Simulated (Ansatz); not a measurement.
# AlN: the cost of one run

Computed with Ansatz 0.2.0 (DFT PBEsol, scalar-relativistic, plane waves, PAW, unless a step's input says otherwise).

4 further runs of the same task are left out: 4 set aside as unsound or not needed.

## Step 1: The structure to begin with

Symmetry: F-43m, No. 216, cubic system. The conventional cell has a = 4.378 Å, b = 4.378 Å, c = 4.378 Å, α = 90.00°, β = 90.00°, γ = 90.00°. Al (site symmetry -43m) has 4 N at 1.90 Å as nearest neighbours. N (site symmetry -43m) has 4 Al at 1.90 Å as nearest neighbours.

Structure file:

```
Al N
1.0
     0.00000    2.18884    2.18884
     2.18884    0.00000    2.18884
     2.18884    2.18884    0.00000
Al N
1 1
Direct
  0.00000 0.00000 0.00000
  0.75000 0.75000 0.75000
```

It goes back to an entry of the Materials Project, which need not be the stable form.

This cell was relaxed beforehand with the same method: volume 10.49 Å³/atom, gap on the mesh 3.19 eV.

## Step 2: The cell under 6 GPa

What is minimised here is the enthalpy; the energy can go up as the cell is squeezed.

Input file input.yaml:

```yaml
crystal:
  lattice:
    - [0.0, 2.1888400046, 2.1888400046]
    - [2.1888400046, 0.0, 2.1888400046]
    - [2.1888400046, 2.1888400046, 0.0]
  atoms:
    - { symbol: Al, position: [0.0, 0.0, 0.0] }
    - { symbol: "N", position: [0.75, 0.75, 0.75] }
basis:
  ecutwfc: 420
kpoints:
  mp_grid: { grid: [10, 10, 10] }
hamiltonian:
  xc: pbesol
scf:
  occupations: { method: fixed }
output:
  forces: true
  stress: true
  eigenvalues: true
relax:
  adjacent_minimum: "off"
  f_tol: 0.001
  max_steps: 60
  cell: { stress_tol: 0.02, p_target: 6.0 }
```

On the command line:

```sh
> ansatz run input.yaml --threads 1 --pin off --max-ram 3072MiB --backend cpu --events-out ev --progress --plain --runs-dir out
```

**Question.** How long does this run take on 1 thread of Intel Xeon Platinum 8259CL at 2.50GHz (Skylake/Cascade Lake), shared host, and how much memory does it need?

About 11 s, with a peak of 0.34 GiB.
